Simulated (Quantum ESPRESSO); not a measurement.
A run of Quantum ESPRESSO 7.5:

The input run.py:

```python
import numpy as np
from ase.calculators.espresso import Espresso, EspressoProfile
import spglib
from ase import Atoms
from ase.io import read

atoms = read('PbS.cif')
cell, pos, num = spglib.standardize_cell((atoms.cell[:], atoms.get_scaled_positions(), atoms.numbers), to_primitive=True, symprec=1e-4)
atoms = Atoms(numbers=num, cell=cell, scaled_positions=pos, pbc=True)

input_data = {
    'control': {'calculation': 'scf', 'prefix': 'pwscf', 'outdir': './tmp', 'tprnfor': True, 'tstress': True, 'disk_io': 'nowf'},
    'system': {'ecutwfc': 45.0, 'ecutrho': 360.0, 'nbnd': 52, 'input_dft': 'vdw-df-ob86', 'occupations': 'smearing', 'smearing': 'gaussian', 'degauss': 0.01469973},
    'electrons': {'conv_thr': 1.6e-09, 'electron_maxstep': 120, 'mixing_beta': 0.5},
}
pseudopotentials = {'Pb': 'pb_lda_v1.uspp.F.UPF', 'S': 's_lda_v1.4.uspp.F.UPF'}
profile = EspressoProfile(command='pw.x', pseudo_dir='pseudo')
dft = Espresso(profile=profile, input_data=input_data, pseudopotentials=pseudopotentials, kpts=(2, 3, 3), koffset=(0, 0, 0))
atoms.calc = dft

print(f'energy {atoms.get_potential_energy():.8f} eV')
print('forces (eV/A)')
print(np.round(atoms.get_forces(), 6))
print('stress (eV/A^3, Voigt)')
print(np.round(atoms.get_stress(), 8))
print(f'Fermi level {dft.get_fermi_level():.4f} eV')
```

The input PbS.cif:

```cif
data_PbS
_cell_length_a 8.43319393
_cell_length_b 4.23050716
_cell_length_c 5.98249480
_cell_angle_alpha 90.00000000
_cell_angle_beta 90.00000000
_cell_angle_gamma 90.00000000
_space_group_name_H-M_alt 'Pnma'
_space_group_name_Hall '-P 2ac 2n'
_space_group_IT_number 62
loop_
_space_group_symop_operation_xyz
'x,y,z'
'-x,-y,-z'
'-x+1/2,-y,z+1/2'
'x+1/2,y,-z+1/2'
'x+1/2,-y+1/2,-z+1/2'
'-x+1/2,y+1/2,z+1/2'
'-x,y+1/2,-z'
'x,-y+1/2,z'
loop_
_atom_site_label
_atom_site_type_symbol
_atom_site_symmetry_multiplicity
_atom_site_Wyckoff_symbol
_atom_site_fract_x
_atom_site_fract_y
_atom_site_fract_z
_atom_site_occupancy
Pb1 Pb 4 c 0.3762350600 0.2500000000 0.2500887600 1
S1 S 4 c 0.6252436600 0.7500000000 0.2509490300 1
```

Potentials or basis: GBRV 1.5 LDA.

Command:

```sh
$ OMP_NUM_THREADS=1 python run.py
```

Hardware: 1 thread of INTEL(R) XEON(R) PLATINUM 8581C CPU @ 2.30GHz (Emerald Rapids), on a shared host.

**Question.** How long does it take, and how much memory?

**Answer.** Run time: 2.9 min on 1 thread of INTEL(R) XEON(R) PLATINUM 8581C CPU @ 2.30GHz (Emerald Rapids), on a shared host, peak memory 0.69 GiB. Counts: scf iterations 11, k pools 1, bands 52, k points 8, g dense 166097.
